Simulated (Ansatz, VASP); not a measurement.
Cd in VASP and in Ansatz

```
CELL_PARAMETERS angstrom
-1.78432 1.78432 1.78432
1.78432 -1.78432 1.78432
1.78432 1.78432 -1.78432
ATOMIC_POSITIONS crystal
Cd 0.00000 0.00000 0.00000
```

This isn't the form of Cd at room conditions, which is hcp.

Alike in both runs: task single point; functional r2SCAN; k mesh 8 × 8 × 8; occupations gaussian, width 0.1 eV; no spin polarisation.

|  | VASP | Ansatz |
| --- | --- | --- |
| version | VASP 6.6.1 | Ansatz 0.2.0 |
| potentials or method | VASP PAW PBE potentials, release 64 (Cd) | scalar-relativistic, plane waves, PAW |
| plane-wave cutoff (eV) | 520 | 500 |
| valence electrons in the cell | 12 | 20 |

VASP gave:

| Property | Result |
| --- | --- |
| gap on the k mesh at the Fermi level (eV) | none |
| pressure (GPa) | -1.6 |

**Question.** Which values does Ansatz return?

**Answer.** gap on the k mesh at the Fermi level (eV): none; pressure (GPa): -1.8.

A gap of «none» marks a metal or a gap that the smearing closes. The two sets of potentials don't hold the same shells in valence.

Caveats: the PAW data sets were made with another functional, which shifts forces and pressure a little (VASP).
